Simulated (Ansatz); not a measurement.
TePb:

```
CELL_PARAMETERS angstrom
4.00229 0.00000 0.00000
0.00000 4.00229 0.00000
0.00000 0.00000 4.00229
ATOMIC_POSITIONS crystal
Pb 0.00000 0.00000 0.00000
Te 0.50000 0.50000 0.50000
```

Measurements of this composition are mostly on another form, of space group No. 225.

Base run:

* Program: Ansatz 0.2.0
* Functional: HF
* Potentials or basis: Ansatz PAW
* Cutoff: 420 eV (not typed: the program's choice for these potentials)
* k mesh: 4 × 4 × 4
* Occupations: fermi-dirac, width 0.05 eV
* Spin: no spin polarisation

Its results: band gap on the k mesh 2.91 eV, indirect (least direct gap 5.50 eV); pressure 6.4 GPa.

Problem. The run is repeated on the same cell with these changes: functional from HF to HSEsol. What comes out?

Solution. Band gap on the k mesh none (metal or under the smearing width); pressure -2.0 GPa.

Caveats: some runs use coarse meshes; the PAW data sets come from PBE, with cores solved anew for the run's functional, which leaves a small shift of forces and pressure; the thresholds are loose for stress; spin-orbit coupling is left out, which as a rule narrows the gap of such compounds by several tenths of an eV (some runs); spin-orbit coupling is left out, which moves the levels of the heavy elements (some runs).
